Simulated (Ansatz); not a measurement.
SiO2: relaxation of cell and atoms with r2SCAN

Crystal: SiO2.

```
Si O
1.0
    -2.62334    4.77675    4.44167
     2.62334   -4.77675    4.44167
     2.62334    4.77675   -4.44167
Si O
4 8
Direct
  0.26034 0.84494 0.41540
  0.07045 0.15506 0.91540
  0.73966 0.15506 0.58460
  0.92955 0.84494 0.08460
  0.50000 0.00000 0.50000
  0.00000 0.00000 0.00000
  0.79318 0.00000 0.29318
  0.20682 0.50000 0.20682
  0.20682 0.00000 0.70682
  0.79318 0.50000 0.79318
  0.86931 0.11931 0.75000
  0.13069 0.88069 0.25000
```

The cell comes from a database or a generator and needn't be the stable form of this composition.

| Item | Value |
| --- | --- |
| Program | Ansatz 0.2.0 |
| Task | relaxation of cell and atoms |
| Functional | r2SCAN |
| Potentials or basis | Ansatz PAW |
| Cutoff | 500 eV (not typed: the program's choice for these potentials) |
| k mesh | 6 × 6 × 6 |
| Occupations | fermi-dirac, width 0.05 eV |
| Spin | no spin polarisation |

- Energy gained by relaxing: 0.0 meV/atom
- Ionic steps: 4
- Pressure after relaxing: 0.0 GPa
- Largest force after relaxing: 0.004 eV/Å
- Band gap on the k mesh: 6.18 eV, direct

Forces in eV/Å, atoms in the order of the input:
```
Si   0.000  0.000  0.004
Si   0.000  0.000 -0.004
Si   0.000  0.000 -0.004
Si   0.000  0.000  0.004
O    0.000  0.000  0.000
O    0.000  0.000  0.000
O    0.000 -0.002  0.000
O    0.000  0.002  0.000
O    0.000  0.002  0.000
O    0.000 -0.002  0.000
O    0.000  0.000  0.004
O    0.000  0.000 -0.004
```

Step by step:
| step | energy change (eV) | largest force (eV/Å) | volume (Å³) |
| --- | --- | --- | --- |
| 1 | 0.0000 | 0.0599 | 222.64 |
| 2 | -0.0001 | 0.0412 | 222.67 |
| 3 | -0.0003 | 0.0039 | 222.63 |
| 4 | -0.0003 | 0.0039 | 222.63 |

Final structure:
```
CELL_PARAMETERS angstrom
-2.62355 4.77554 4.44231
2.62355 -4.77554 4.44231
2.62355 4.77554 -4.44231
ATOMIC_POSITIONS crystal
Si 0.26024 0.84483 0.41541
Si 0.07058 0.15517 0.91541
Si 0.73976 0.15517 0.58459
Si 0.92942 0.84483 0.08459
O 0.50000 0.00000 0.50000
O 0.00000 0.00000 0.00000
O 0.79283 0.00000 0.29283
O 0.20717 0.50000 0.20717
O 0.20717 0.00000 0.70717
O 0.79283 0.50000 0.79283
O 0.86930 0.11930 0.75000
O 0.13070 0.88070 0.25000
```

Levels at points of the mesh, in eV from the valence-band top:
| k point | band 29 | band 30 | band 31 | band 32 | band 33 | band 34 | band 35 | band 36 |
| --- | --- | --- | --- | --- | --- | --- | --- | --- |
| (0.00, 0.00, 0.00) | -1.06 | -0.72 | -0.44 | 0.00 | 6.18 | 9.12 | 9.71 | 9.90 |
| (0.00, 0.00, -0.50) | -0.97 | -0.97 | -0.41 | -0.41 | 8.39 | 8.39 | 9.81 | 9.81 |
| (0.00, -0.50, 0.00) | -0.88 | -0.84 | -0.75 | -0.22 | 8.44 | 8.51 | 9.10 | 9.54 |
| (0.00, -0.50, -0.50) | -0.56 | -0.54 | -0.31 | -0.16 | 7.19 | 7.64 | 9.53 | 10.00 |
| (-0.50, -0.50, -0.50) | -0.57 | -0.25 | -0.23 | -0.02 | 8.13 | 8.32 | 8.46 | 8.59 |

Wall time 63 s on 4 threads of Arm Neoverse V2, on a shared host, peak memory 1.5 GiB.

Caveat: the plane-wave basis is chosen anew once the cell has moved, so the energies of steps on either side of that aren't comparable; the PAW data sets come from PBE, with cores solved anew for the run's functional, which leaves a small shift of forces and pressure. r2SCAN opens gaps a little over a GGA but as a rule still falls short of measured ones.
